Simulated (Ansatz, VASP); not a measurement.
## Two plane-wave programs on SiO2

```
Si O
1.0
     4.35282    0.00000    0.00000
     0.00000    4.35282    0.00000
     0.00000    0.00000    2.56200
Si O
2 4
Direct
  0.50000 0.50000 0.50000
  0.00000 0.00000 0.00000
  0.69389 0.69389 0.00000
  0.19389 0.80611 0.50000
  0.30611 0.30611 0.00000
  0.80611 0.19389 0.50000
```

Change from the starting cell: strain +0.040 along x and y, -0.040 along z, atoms carried along.

Alike in both runs: task single point; functional r2SCAN; k mesh 6 × 6 × 8; occupations gaussian, width 0.05 eV; no spin polarisation.

```csv
,VASP,Ansatz
version,VASP 6.6.1,Ansatz 0.2.0
potentials or method,"VASP PAW PBE potentials, release 64 (Si, O)","scalar-relativistic, plane waves, PAW"
plane-wave cutoff (eV),520,500
valence electrons in the cell,32,32
```

Ansatz gave:

| Item | Value |
| --- | --- |
| gap on the k mesh at the Fermi level (eV) | 6.03 |
| least direct gap on the mesh (eV) | 6.03 |
| pressure (GPa) | -6.8 |
| largest component of the traceless stress (GPa) | 25.30 |
| rms of the force components (eV/Å) | 0.452 |

Q: Which values does VASP return?

A: gap on the k mesh at the Fermi level (eV): 6.02; least direct gap on the mesh (eV): 6.02; pressure (GPa): -6.4; largest component of the traceless stress (GPa): 26.09; rms of the force components (eV/Å): 0.432.

Atom by atom the forces differ by 0.020 eV/Å (rms over components).

Caveats: the PAW data sets were made with another functional, which shifts forces and pressure a little (VASP). A k mesh can miss the band edges.
